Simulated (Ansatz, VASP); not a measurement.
# TaN in VASP and in Ansatz

INCAR

```
SYSTEM = TaN
PREC     = Accurate       ! precision mode
ENCUT    = 520            ! plane-wave cutoff, eV
EDIFF    = 1E-6           ! SCF threshold, eV
ISMEAR   = 0              ! smearing method
SIGMA    = 0.15           ! smearing width, eV
LREAL    = .False.        ! projectors in reciprocal space
LASPH    = .True.         ! aspherical terms in the spheres
NELM     = 100            ! most SCF steps
ALGO     = Fast           ! electronic algorithm
ISIF     = 2              ! what is computed and relaxed
LWAVE    = .False.        ! write WAVECAR
LCHARG   = .False.        ! write CHGCAR
NBANDS   = 15             ! bands
```

File KPOINTS:

```
Automatic mesh
0
Gamma
  18 18 18
  0 0 0
```

Contents of POSCAR:

```
TaN
1.0
    0.0000000000      2.2323223663      2.1742693740
    2.2323223663      0.0000000000      2.1742693740
    2.2323223663      2.2323223663      0.0000000000
Ta N
1 1
Direct
    0.5000000000      0.5000000000      0.5000000000
    0.0000000000      0.0000000000      0.0000000000
```

Input for Ansatz:

```yaml
crystal:
  lattice:
    - [0.0, 2.2323223663, 2.174269374]
    - [2.2323223663, 0.0, 2.174269374]
    - [2.2323223663, 2.2323223663, 0.0]
  atoms:
    - { symbol: Ta, position: [0.5, 0.5, 0.5] }
    - { symbol: "N", position: [0.0, 0.0, 0.0] }
basis:
  ecutwfc: 520.0
kpoints:
  mp_grid: { grid: [18, 18, 18] }
hamiltonian:
  xc: lda
scf:
  occupations: { method: gaussian, width: 0.15 }
output:
  forces: true
  stress: true
  eigenvalues: true
```

Change from the starting cell: mode 4 frozen in at +0.000 Å, equal normal strain along x and y +0.0267.

Alike in both runs: task single point; functional LDA; k mesh 18 × 18 × 18; occupations gaussian, width 0.15 eV; no spin polarisation.

|  | VASP | Ansatz |
| --- | --- | --- |
| version | VASP 6.6.1 | Ansatz 0.2.0 |
| potentials or method | VASP PAW LDA potentials, release 64 (Ta_pv, N) | scalar-relativistic, plane waves, PAW |
| plane-wave cutoff (eV) | 520 | 520 |
| valence electrons in the cell | 16 | 18 |

```csv
,VASP,Ansatz,Ansatz less VASP
gap on the k mesh at the Fermi level (eV),none,none,-
pressure (GPa),-15.5,-17.1,-1.65
largest component of the traceless stress (GPa),9.73,9.55,-0.177
```

A gap of «none» marks a metal or a gap that the smearing closes. The two sets of potentials don't hold the same shells in valence.

Caveats: so large a pressure means that the cell lies far from this level's equilibrium, or that cutoff or potentials fall short (VASP). The runs have no spin-orbit coupling, so splittings on Ta are missing.
